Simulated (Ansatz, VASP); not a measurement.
SnH5 in VASP and in Ansatz

The input INCAR:

```
  PREC = Accurate
  ENCUT = 520
  EDIFF = 1E-6
  ISMEAR = 0
  SIGMA = 0.1
  LREAL = F
  LASPH = T
  NELM = 100
  ALGO = Normal
  ISIF = 2
  LWAVE = F
  LCHARG = F
  GGA = PE
  NBANDS = 18
```

KPOINTS

```
regular mesh
0
Gamma
  6 6 6
```

File POSCAR:

```
SnH5
1.0
   -2.0885773100      2.0885773100      4.0759484600
    2.0885773100     -2.0885773100      4.0759484600
    2.0885773100      2.0885773100     -4.0759484600
Sn H
1 5
Direct
    0.5000000000      0.5000000000      0.0000000000
    0.1520827900      0.1520827900      0.3041655700
    0.8479172100      0.8479172100      0.6958344300
    0.1520827900      0.8479172100      0.0000000000
    0.8479172100      0.1520827900      0.0000000000
    0.0000000000      0.0000000000      0.0000000000
```

Input for Ansatz:

```yaml
crystal:
  lattice:
    - [-2.08857731, 2.08857731, 4.07594846]
    - [2.08857731, -2.08857731, 4.07594846]
    - [2.08857731, 2.08857731, -4.07594846]
  atoms:
    - { symbol: Sn, position: [0.5, 0.5, 0.0] }
    - { symbol: H, position: [0.15208279, 0.15208279, 0.30416557] }
    - { symbol: H, position: [0.84791721, 0.84791721, 0.69583443] }
    - { symbol: H, position: [0.15208279, 0.84791721, 0.0] }
    - { symbol: H, position: [0.84791721, 0.15208279, 0.0] }
    - { symbol: H, position: [0.0, 0.0, 0.0] }
basis:
  ecutwfc: 420
kpoints:
  mp_grid: { grid: [6, 6, 6] }
hamiltonian:
  xc: pbe
scf:
  occupations: { method: gaussian, width: 0.1 }
  lower_state_search: "off"
output:
  forces: true
  stress: true
  eigenvalues: true
```

Alike in both runs: task single point; functional PBE; k mesh 6 × 6 × 6; occupations gaussian, width 0.1 eV; no spin polarisation.

|  | VASP | Ansatz |
| --- | --- | --- |
| version | VASP 6.6.1 | Ansatz 0.2.0 |
| potentials or method | VASP PAW PBE potentials, release 64 (Sn_d, H) | scalar-relativistic, plane waves, PAW |
| plane-wave cutoff (eV) | 520 | 420 |
| valence electrons in the cell | 19 | 19 |

Ansatz gave:

```
gap on the k mesh at the Fermi level (eV)       : none
pressure (GPa)                                  : 8.0
largest component of the traceless stress (GPa) : 10.58
rms of the force components (eV/Å)              : 1.585
```

Q: Estimate VASP's values.

A: gap on the k mesh at the Fermi level (eV): none; pressure (GPa): 7.8; largest component of the traceless stress (GPa): 10.59; rms of the force components (eV/Å): 1.587.

Atom by atom the forces differ by 0.001 eV/Å (rms over components). A gap of «none» marks a metal or a gap that the smearing closes.

Caveats: forces of over 1 eV/Å show positions far from the minimum, so gaps and moduli don't describe the material at rest.
